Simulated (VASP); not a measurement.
# Al: relaxation of cell and atoms with PBE

Crystal: Al.

```
CELL_PARAMETERS angstrom
-1.59122 1.59122 1.59122
1.59122 -1.59122 1.59122
1.59122 1.59122 -1.59122
ATOMIC_POSITIONS crystal
Al 0.00000 0.00000 0.00000
```

This isn't the form of Al at room conditions, which is fcc.

```json
{
 "Program": "VASP 6.6.1",
 "Task": "relaxation of cell and atoms",
 "Functional": "PBE",
 "Potentials or basis": "VASP PAW PBE potentials, release 64 (Al)",
 "Cutoff": "600 eV",
 "k mesh": "18 × 18 × 18",
 "Occupations": "gaussian, width 0.1 eV",
 "Spin": "no spin polarisation",
 "Dipole correction": "no",
 "Further INCAR settings": "ALGO = Fast; EDIFF = 1e-06; IBRION = 2; EDIFFG = -0.005; NSW = 100; ISIF = 3"
}
```

| Item | Value |
| --- | --- |
| Relaxed volume | 16.93 Å³/atom |
| Relaxed cell | a = 2.802 Å, b = 2.802 Å, c = 2.802 Å, α = 109.47°, β = 109.47°, γ = 109.47° |
| Space group after relaxing (to 0.05 Å) | Im-3m (No. 229) |
| Energy gained by relaxing | 9.4 meV/atom |
| Ionic steps | 3 |
| Pressure after relaxing | 0.0 GPa |
| Band gap on the k mesh | none (metal or under the smearing width) |

Step by step:
```csv
step,energy change (eV),largest force (eV/Å),pressure (GPa),volume (Å³)
1,0.0000,0.0000,3.83,16.12
2,-0.0093,0.0000,-0.40,17.03
3,-0.0094,0.0000,0.01,16.93
```

Final structure:
```
CELL_PARAMETERS angstrom
-1.61763 1.61763 1.61763
1.61763 -1.61763 1.61763
1.61763 1.61763 -1.61763
ATOMIC_POSITIONS crystal
Al 0.00000 0.00000 0.00000
```

Levels at points of the mesh, in eV from the Fermi level:
```tsv
k point	band 1	band 2	band 3	band 4	band 5
(0.00, 0.00, 0.00)	-10.96	13.11	13.11	13.11	14.32
(0.50, 0.00, 0.00)	-4.23	-3.84	7.96	8.20	9.79
(0.50, 0.50, 0.50)	1.82	1.82	1.82	3.02	3.02
```

Wall time 8.4 s on 1 thread of Intel(R) Xeon(R) 6975P-C (Granite Rapids) (shared host), peak memory 0.15 GiB.
